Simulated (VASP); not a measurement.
Consider the following.

```xyz
2
Lattice="0.0000 3.0604 3.0604 3.0604 0.0000 3.0604 3.0604 3.0604 0.0000" Properties=species:S:1:pos:R:3 pbc="T T T"
Al     0.0000     0.0000     0.0000
Sb     1.5302     1.5302     1.5302
```

All values below come from r2SCAN meta-GGA, VASP's PBE PAW potentials (set 64) (plane waves; VASP 6.6.1). Settings: 520 eV cut-off, 7×7×7 Γ-centred mesh, Gaussian smearing of 0.050 eV, potentials Al Sb.

### Question
The job: AlSb (zinc blende), 2 atoms, r2SCAN, static run, 520 eV, 7×7×7 Γ-centred mesh. Roughly how much core time does it take on a busy server core?

### Answer
About 40 core-seconds (one run on a shared machine, a rough figure). It had 20 irreducible k-points, 8 bands, up to 1564 plane waves and 22 electronic steps.

The compound is AlSb in the zinc blende structure. This cell is one point of a volume scan, at 0.97 of the reference volume.
